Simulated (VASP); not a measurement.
# Ni (Fm-3m) in VASP: notebook

The runs below take Ni through single point, with PBEsol.

All numbers are computed with VASP 6.6.1; they aren't measurements. Logs are shortened: lines on timing, memory, paths and dates and some standing lists are left out, and cuts for length are marked.

## Step 1: The crystal as given

Symmetry: Fm-3m, No. 225, cubic system. Conventional cell: a = 3.462 Å, b = 3.462 Å, c = 3.462 Å, α = 90.00°, β = 90.00°, γ = 90.00°. Around Ni (site symmetry m-3m) lie 12 Ni at 2.45 Å.

## Step 2: Single point, PBEsol, collinear spin, ferromagnetic start

File INCAR:

```
PREC = Accurate
ENCUT = 700
EDIFF = 1E-6
ISMEAR = 0
SIGMA = 0.1
LREAL = False
LASPH = True
NELM = 100
ALGO = Fast
ISIF = 2
LWAVE = False
LCHARG = False
ISPIN = 2
MAGMOM = 1
LORBIT = 11
LMAXMIX = 4
GGA = PS
```

File KPOINTS:

```
regular mesh
0
Gamma
  20 20 20
```

File POSCAR:

```
Ni
1.0
    0.0000000000      1.7311400000      1.7311400000
    1.7311400000      0.0000000000      1.7311400000
    1.7311400000      1.7311400000      0.0000000000
Ni
1
Direct
    0.0000000000      1.0000000000      0.0000000000
```

Potentials or basis: VASP PAW PBE potentials, release 64 (Ni).

The run is started by

```bash
> cat potpaw_PBE.64/Ni/POTCAR > POTCAR
> mpirun -np 1 vasp_std > vasp.out
```

OUTCAR:

```text
PREC = Accurate
   ENCUT = 700
   EDIFF = 1E-6
   ISMEAR = 0
   LREAL = False
   LASPH = True
   NELM = 100
   ISIF = 2
   ISPIN = 2
   LORBIT = 11
   GGA = PS

 ion  position               nearest neighbor table
   1  0.000  0.000  0.000-

  LATTYP: Found a face centered cubic cell.
 ALAT       =     3.4622800000

  Lattice vectors:

 A1 = (   0.0000000000,   1.7311400000,   1.7311400000)
 A2 = (   1.7311400000,   0.0000000000,   1.7311400000)
 A3 = (   1.7311400000,   1.7311400000,   0.0000000000)

Analysis of symmetry for initial positions (statically):
=====================================================================
 Subroutine PRICEL returns:
 Original cell was already a primitive cell.

 Routine SETGRP: Setting up the symmetry group for a
 face centered cubic supercell.

 Subroutine GETGRP returns: Found 48 space group operations
 (whereof 48 operations were pure point group operations)
 out of a pool of 48 trial point group operations.

The static configuration has the point symmetry O_h .

Analysis of symmetry for dynamics (positions and initial velocities):
=====================================================================
 Subroutine PRICEL returns:
 Original cell was already a primitive cell.

 Routine SETGRP: Setting up the symmetry group for a
 face centered cubic supercell.

 Subroutine GETGRP returns: Found 48 space group operations
 (whereof 48 operations were pure point group operations)
 out of a pool of 48 trial point group operations.

The dynamic configuration has the point symmetry O_h .

Analysis of structural, dynamic, and magnetic symmetry:
=====================================================================
 Subroutine PRICEL returns:
 Original cell was already a primitive cell.

 Routine SETGRP: Setting up the symmetry group for a
 face centered cubic supercell.

 Subroutine GETGRP returns: Found 48 space group operations
 (whereof 48 operations were pure point group operations)
 out of a pool of 48 trial point group operations.

The overall configuration has the point symmetry O_h .

 Subroutine INISYM returns: Found 48 space group operations
 (whereof 48 operations are pure point group operations),
 and found     1 'primitive' translations

----------------------------------------------------------------------------------------

                                     Primitive cell

  volume of cell :      10.3759

  direct lattice vectors                    reciprocal lattice vectors
     0.000000000  1.731140000  1.731140000    -0.288827016  0.288827016  0.288827016
     1.731140000  0.000000000  1.731140000     0.288827016 -0.288827016  0.288827016
     1.731140000  1.731140000  0.000000000     0.288827016  0.288827016 -0.288827016

  length of vectors
     2.448201666  2.448201666  2.448201666     0.500263066  0.500263066  0.500263066

  position of ions in fractional coordinates (direct lattice)
     0.000000000  0.000000000  0.000000000

  ion indices of the primitive-cell ions
   primitive index   ion index
                 1           1

----------------------------------------------------------------------------------------

 KPOINTS: regular mesh

Automatic generation of k-mesh.
 Grid dimensions read from file:
 generate k-points for:   20   20   20

 Generating k-lattice:

  Cartesian coordinates                     Fractional coordinates (reciprocal lattice)
    -0.014441351  0.014441351  0.014441351     0.050000000  0.000000000  0.000000000
     0.014441351 -0.014441351  0.014441351     0.000000000  0.050000000  0.000000000
     0.014441351  0.014441351 -0.014441351     0.000000000  0.000000000  0.050000000

  Length of vectors
     0.025013153  0.025013153  0.025013153

  Shift w.r.t. Gamma in fractional coordinates (k-lattice)
     0.000000000  0.000000000  0.000000000

 Subroutine IBZKPT returns following result:
 ===========================================

 Found    256 irreducible k-points:

 Following reciprocal coordinates:
            Coordinates               Weight
  0.000000  0.000000  0.000000      1.000000
  0.050000  0.000000  0.000000      8.000000
  0.100000  0.000000  0.000000      8.000000
  0.150000  0.000000  0.000000      8.000000
  0.200000  0.000000  0.000000      8.000000
  0.250000  0.000000  0.000000      8.000000
[... 16 lines left out ...]
 -0.400000  0.050000  0.000000     24.000000
 -0.350000  0.050000  0.000000     24.000000
 [... further k-points ...]
   k-points           NKPTS =    256   k-points in BZ     NKDIM =    256   number of bands    NBANDS=     10
   number of dos      NEDOS =    301   number of ions     NIONS =      1
   total plane-waves  NPLWV =  13824
   dimension x,y,z NGX =    24 NGY =   24 NGZ =   24
   dimension x,y,z NGXF=    48 NGYF=   48 NGZF=   48
   ions per type =               1
   NGX,Y,Z   is equivalent  to a cutoff of  16.30, 16.30, 16.30 a.u.
   NGXF,Y,Z  is equivalent  to a cutoff of  32.59, 32.59, 32.59 a.u.
 SYSTEM =  unknown system
   PREC   = accura    normal or accurate (medium, high low for compatibility)
   ISTART =      0    job   : 0-new  1-cont  2-samecut
   ICHARG =      2    charge: 1-file 2-atom 10-const
   ISPIN  =      2    spin polarized calculation?
   LNONCOLLINEAR =      F non collinear calculations
   LSORBIT =      F    spin-orbit coupling
   LASPH  =      T    aspherical Exc in radial PAW
   ENCUT  =  700.0 eV  51.45 Ry    7.17 a.u.   5.28  5.28  5.28*2*pi/ulx,y,z
   NELM   =    100;   NELMIN=  2; NELMDL= -5     # of ELM steps
   EDIFF  = 0.1E-05   stopping-criterion for ELM
   LREAL  =      F    real-space projection
   EDIFFG = 0.1E-04   stopping-criterion for IOM
   NSW    =      0    number of steps for IOM
   IBRION =     -1    ionic relax: 0-MD 1-quasi-New 2-CG
   NFREE  =      0    steps in history (QN), initial steepest desc. (CG)
   ISIF   =      2    stress and relaxation
   ISYM   =      2    0-nonsym 1-usesym 2-fastsym
   POTIM  = 0.5000    time-step for ionic-motion
   TEBEG  =    0.0;   TEEND  =   0.0 temperature during run
   PSTRESS=    0.0 pullay stress
   NELECT =      10.0000    total number of electrons
   NUPDOWN=      -1.0000    fix difference up-down
   EMIN   =  10.00;   EMAX   =-10.00  energy-range for DOS
   EFERMI =   0.00;   METHOD = LEGACY
   ISMEAR =     0;   SIGMA  =   0.10  broadening in eV -4-tet -1-fermi 0-gaus
   EFERMI_NEDOS =   21; number of points for ismear=-14 and -15
   IALGO  =     68    algorithm
   IMIX   =      4    mixing-type and parameters
     AMIX     =   0.40;   BMIX     =  1.00
     AMIX_MAG =   1.60;   BMIX_MAG =  1.00
  volume/ion in A,a.u.               =      10.38        70.02
  Fermi-wavevector in a.u.,A,eV,Ry     =   1.617084  3.055846 35.578710  2.614961
  Thomas-Fermi vector in A             =   2.711566
   LORBIT       =     11    0 simple, 1 ext, 2 COOP (PROOUT), +10 PAW based schemes
   GGA     = PS    functional components
   LHFCALC =     F    Hartree Fock is set to
   AEXX    =    0.0000 exact exchange contribution
   IVDW    =     0    specifies the selected vdW correction
   LEPSILON=     F    determine dielectric tensor
   LRPA    =     F    only Hartree local field effects (RPA)
 spin polarized calculation
 RMM-DIIS sequential band-by-band and
 Gauss-broadening in eV      SIGMA  =   0.10
  energy-cutoff  :      700.00
  volume of cell :       10.38
 maximum number of plane-waves:       448
 NGX is ok and might be reduce to    24
   NGX = 11   NGY = 11   NGZ = 11

 number of electron      10.0000001 magnetization       0.6226509

 Free energy of the ion-electron system (eV)
  ---------------------------------------------------
  ext. energy  EPLUGINS =         0.00000000
  ---------------------------------------------------
  free energy    TOTEN  =        -6.13981099 eV

  energy without entropy =       -6.13133564  energy(sigma->0) =       -6.13557332

 E-fermi :   9.8735     XC(G=0): -13.7193

 val. band max:        9.8731068522   @ k =  -0.4000   0.2500   0.0000
 cond. band min:       9.8746736271   @ k =   0.4000   0.0000   0.0000
 fundamental gap:      0.0015667749
 Fermi energy:         9.8735013266

 spin component 1

 k-point     1 :       0.0000    0.0000    0.0000
  band No.  band energies     occupation
      1       0.4782      1.00000
      2       7.3217      1.00000
      3       7.3217      1.00000
      4       7.3217      1.00000
      5       8.5727      1.00000
      6       8.5727      1.00000
      7      33.9733      0.00000
      8      38.1853      0.00000
      9      38.1853      0.00000
     10      38.1853      0.00000
[... 287 lines left out ...]
 k-point    24 :      -0.3500    0.0500    0.0000
  band No.  band energies     occupation
      1       4.4073      1.00000
      2       7.4028      1.00000
      3       7.4615      1.00000
      4       7.5590      1.00000
      5       8.9408      1.00000
      6       9.3097      1.00000
      7      19.3690      0.00000
      8      32.0445      0.00000
      9      34.5511      0.00000
     10      36.6193      0.00000

 [... further k-points ...]

 spin component 2

 k-point     1 :       0.0000    0.0000    0.0000
  band No.  band energies     occupation
      1       0.4696      1.00000
      2       8.0403      1.00000
      3       8.0403      1.00000
      4       8.0403      1.00000
      5       9.1816      1.00000
      6       9.1816      1.00000
      7      33.8668      0.00000
      8      38.1841      0.00000
      9      38.1841      0.00000
     10      38.1841      0.00000
[... 287 lines left out ...]
 k-point    24 :      -0.3500    0.0500    0.0000
  band No.  band energies     occupation
      1       4.6320      1.00000
      2       7.9114      1.00000
      3       8.0389      1.00000
      4       8.0897      1.00000
      5       9.6592      0.99878
      6       9.9967      0.04071
      7      19.6281      0.00000
      8      32.0346      0.00000
      9      34.5846      0.00000
     10      36.7310      0.00000

 [... further k-points ...]

------------------------ aborting loop because EDIFF is reached ----------------------------------------

  FORCE on cell =-STRESS in cart. coord.  units (eV):
  Direction    XX          YY          ZZ          XY          YZ          ZX
  --------------------------------------------------------------------------------------
  -------------------------------------------------------------------------------------
  Total        0.0084697      0.0084697      0.0084697     -0.0000000      0.0000000      0.0000000
  in kB        1.3078374      1.3078374      1.3078374     -0.0000000      0.0000000      0.0000000
  external PRESSURE =       1.3078374 kB  Pullay stress =       0.0000000 kB

 VOLUME and BASIS-vectors are now :
 -----------------------------------------------------------------------------
  energy-cutoff  :      700.00
  volume of cell :       10.38
      direct lattice vectors                 reciprocal lattice vectors
     0.000000000  1.731140000  1.731140000    -0.288827016  0.288827016  0.288827016
     1.731140000  0.000000000  1.731140000     0.288827016 -0.288827016  0.288827016
     1.731140000  1.731140000  0.000000000     0.288827016  0.288827016 -0.288827016

 POSITION                                       TOTAL-FORCE (eV/Angst)
 -----------------------------------------------------------------------------------
      0.00000      0.00000      0.00000         0.000000      0.000000      0.000000
 -----------------------------------------------------------------------------------
    total drift:                               -0.000000      0.000000     -0.000000

  FREE ENERGIE OF THE ION-ELECTRON SYSTEM (eV)
  ---------------------------------------------------
  free  energy   TOTEN  =        -6.1398109941 eV

  energy  without entropy=       -6.1313356388  energy(sigma->0) =       -6.13557332

 total charge

# of ion       s       p       d       tot
------------------------------------------
    1        0.522   0.547   8.334   9.402

 magnetization (x)

# of ion       s       p       d       tot
------------------------------------------
    1       -0.006  -0.024   0.659   0.628
```

It took 40 s on 1 thread of Intel Xeon Platinum 8488C (Sapphire Rapids), shared host; peak memory 0.2 GiB.

What came out:

| Quantity | Value |
| --- | --- |
| Free energy | -6.1398 eV |
| Pressure | 0.1 GPa |
| Band gap on the k mesh | none (metal or under the smearing width) |
| Net moment | 0.62 μB per cell |
| Site moments | Ni +0.63 μB |
| Valence electrons inside the program's atomic spheres | Ni 9.40 |

Levels at points of the mesh, in eV from the Fermi level:
Spin up:
| k point | band 3 | band 4 | band 5 | band 6 | band 7 | band 8 |
| --- | --- | --- | --- | --- | --- | --- |
| (0.00, 0.00, 0.00) | -2.55 | -2.55 | -1.30 | -1.30 | 24.10 | 28.31 |
| (0.50, 0.00, 0.00) | -2.55 | -0.58 | -0.58 | -0.43 | 5.99 | 22.57 |
| (0.50, 0.50, 0.00) | -0.54 | -0.43 | -0.43 | 2.42 | 9.62 | 15.21 |
Spin down:
```tsv
k point	band 2	band 3	band 4	band 5	band 6	band 7	band 8	band 9
(0.00, 0.00, 0.00)	-1.83	-1.83	-1.83	-0.69	-0.69	23.99	28.31	28.31
(0.50, 0.00, 0.00)	-1.93	-1.93	-0.46	0.16	0.16	6.41	22.47	25.54
(0.50, 0.50, 0.00)	-3.87	0.10	0.40	0.40	2.41	9.89	15.24	15.24
```

Caveat: the PAW data sets were made with another functional, which shifts forces and pressure a little.

## Step 3: Single point, PBEsol, collinear spin, ferromagnetic start

INCAR: that of step 2 with these lines changed.

```diff
@@ -1,3 +1,3 @@
 PREC = Accurate
-ENCUT = 700
+ENCUT = 520
 EDIFF = 1E-6
```

File KPOINTS:

```
regular mesh
0
Gamma
  32 32 32
```

POSCAR is that of step 2.

Potentials or basis: VASP PAW PBE potentials, release 64 (Ni).

The run is started by

```bash
> cat potpaw_PBE.64/Ni/POTCAR > POTCAR
> mpirun -np 1 vasp_std > vasp.out
```

Wall time 95 s (1 thread of Intel Xeon Platinum 8488C (Sapphire Rapids), shared host); peak memory 0.26 GiB.

Results (log left out):

```
Free energy                                           : -6.1396 eV
Pressure                                              : 0.1 GPa
Band gap on the k mesh                                : none (metal or under the smearing width)
Net moment                                            : 0.62 μB per cell
Site moments                                          : Ni +0.62 μB
Valence electrons inside the program's atomic spheres : Ni 9.40
```

Levels at points of the mesh, in eV from the Fermi level:
Spin up:
| k point | band 3 | band 4 | band 5 | band 6 | band 7 | band 8 |
| --- | --- | --- | --- | --- | --- | --- |
| (0.00, 0.00, 0.00) | -2.55 | -2.55 | -1.30 | -1.30 | 24.10 | 28.31 |
| (0.50, 0.00, 0.00) | -2.54 | -0.58 | -0.58 | -0.43 | 5.99 | 22.57 |
| (0.50, 0.50, 0.00) | -0.53 | -0.43 | -0.43 | 2.42 | 9.62 | 15.21 |
Spin down:
| k point | band 2 | band 3 | band 4 | band 5 | band 6 | band 7 | band 8 | band 9 |
| --- | --- | --- | --- | --- | --- | --- | --- | --- |
| (0.00, 0.00, 0.00) | -1.83 | -1.83 | -1.83 | -0.69 | -0.69 | 23.99 | 28.31 | 28.31 |
| (0.50, 0.00, 0.00) | -1.93 | -1.93 | -0.46 | 0.16 | 0.16 | 6.41 | 22.47 | 25.54 |
| (0.50, 0.50, 0.00) | -3.87 | 0.10 | 0.39 | 0.39 | 2.41 | 9.89 | 15.24 | 15.24 |

Caveat: the PAW data sets were made with another functional, which shifts forces and pressure a little.

## Step 4: Single point, PBEsol, collinear spin, ferromagnetic start

INCAR: that of step 3 with these lines changed.

```diff
@@ -4,3 +4,3 @@
 ISMEAR = 0
-SIGMA = 0.1
+SIGMA = 0.5
 LREAL = False
```

File KPOINTS:

```
regular mesh
0
Gamma
  20 20 20
```

POSCAR is that of step 3.

The run is started by

```bash
> cat potpaw_PBE.64/Ni/POTCAR > POTCAR
> mpirun -np 1 vasp_std > vasp.out
```

Wall time 31 s (1 thread of Intel Xeon Platinum 8488C (Sapphire Rapids), shared host); peak memory 0.15 GiB.

Results (log left out):

* Free energy: -6.2376 eV
* Pressure: 1.0 GPa
* Band gap on the k mesh: none (metal or under the smearing width)
* Net moment: 0.41 μB per cell
* Site moments: Ni +0.41 μB
* Valence electrons inside the program's atomic spheres: Ni 9.40

Levels at points of the mesh, in eV from the Fermi level:
Spin up:
```tsv
k point	band 1	band 2	band 3	band 4	band 5	band 6	band 7	band 8	band 9	band 10
(0.00, 0.00, 0.00)	-9.36	-2.36	-2.36	-2.36	-1.16	-1.16	24.12	28.34	28.34	28.34
(0.50, 0.00, 0.00)	-4.99	-2.39	-2.39	-0.40	-0.40	-0.40	6.11	22.59	25.50	25.50
(0.50, 0.50, 0.00)	-4.86	-4.30	-0.39	-0.22	-0.22	2.46	9.71	15.25	15.25	20.38
```
Spin down:
```csv
k point,band 1,band 2,band 3,band 4,band 5,band 6,band 7,band 8,band 9,band 10
"(0.00, 0.00, 0.00)",-9.36,-1.91,-1.91,-1.91,-0.74,-0.74,24.05,28.35,28.35,28.35
"(0.50, 0.00, 0.00)",-4.73,-1.98,-1.98,-0.41,0.09,0.09,6.38,22.52,25.57,25.57
"(0.50, 0.50, 0.00)",-4.61,-3.92,0.05,0.30,0.30,2.46,9.89,15.28,15.28,20.51
```

Caveat: the PAW data sets were made with another functional, which shifts forces and pressure a little.

## Step 5: Summary

| k mesh | cutoff (eV) | smearing | gap on the mesh (eV) | pressure (GPa) | moment (μB) |
| --- | --- | --- | --- | --- | --- |
| 20 × 20 × 20 | 700 | gaussian 0.1 eV | none | 0.1 | 0.62 |
| 32 × 32 × 32 | 520 | gaussian 0.1 eV | none | 0.1 | 0.62 |
| 20 × 20 × 20 | 520 | gaussian 0.5 eV | none | 1.0 | 0.41 |

Alike in all rows: task single point; level PBEsol; potentials or basis VASP PAW PBE potentials, release 64 (Ni); spin collinear, ferromagnetic start; cell as given.

Every run on the cell as given and a fine mesh finds a metal.

Caveats: the PAW data sets were made with another functional, which shifts forces and pressure a little.

Absolute energies hang on the potentials; compare differences alone.
